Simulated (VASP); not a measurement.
Wanted: the native input for a VASP 6.6.1 run.

- Task: relaxation of shape and atoms at fixed volume
- Functional: PBE
- Potentials or basis: VASP PAW PBE potentials, release 64 (Te)
- Cutoff: 600 eV
- k mesh: 9 × 9 × 6
- Occupations: gaussian, width 0.03 eV
- Spin: no spin polarisation
- Further INCAR settings: ALGO = Fast; EDIFF = 1e-07; IBRION = 2; EDIFFG = -0.01; NSW = 40; ISIF = 4

The structure of Te lies in POSCAR:

```
Te                                      
1.0
    4.6033423304     -0.0000000000     -0.0000000000
   -2.3016711652      3.9866114005      0.0000000000
    0.0000000000      0.0000000000      6.0710767049
  Te            
     3
Direct
     0.2690373692055651    0.0000000000000000    0.3333333332999970
     0.0000000000000000    0.2690373692055651    0.6666666667000030
     0.7309626307944349    0.7309626307944349    1.0000000000000000
```

The cell isn't the ideal one: a relaxed cell with its volume scaled by 1.06.

One way to write it, as run:

INCAR

```
PREC = Accurate
ENCUT = 600
EDIFF = 1E-7
ISMEAR = 0
SIGMA = 0.03
LREAL = False
LASPH = True
NELM = 80
ALGO = Fast
ISIF = 4
LWAVE = False
LCHARG = False
GGA = PE
IBRION = 2
NSW = 40
EDIFFG = -0.01
```

KPOINTS

```
regular mesh
0
Gamma
  9 9 6
```

Potentials or basis: VASP PAW PBE potentials, release 64 (Te).

Run with:

```bash
$ cat potpaw_PBE.64/Te/POTCAR > POTCAR
$ mpirun -np 1 vasp_std > vasp.out
```

Results of the run:

```
Energy gained by relaxing : 10.3 meV/atom
Ionic steps               : 7
Pressure after relaxing   : -0.7 GPa
Band gap on the k mesh    : 0.39 eV, direct
```

Caveat: spin-orbit coupling is left out, which moves the levels of the heavy elements; an odd mesh through Γ misses points on the zone boundary, where band edges often lie.

It took 5.3 min on 1 thread of AMD EPYC 9R45 96-Core Processor (Zen 5), with other jobs on the host, peak memory 0.3 GiB.
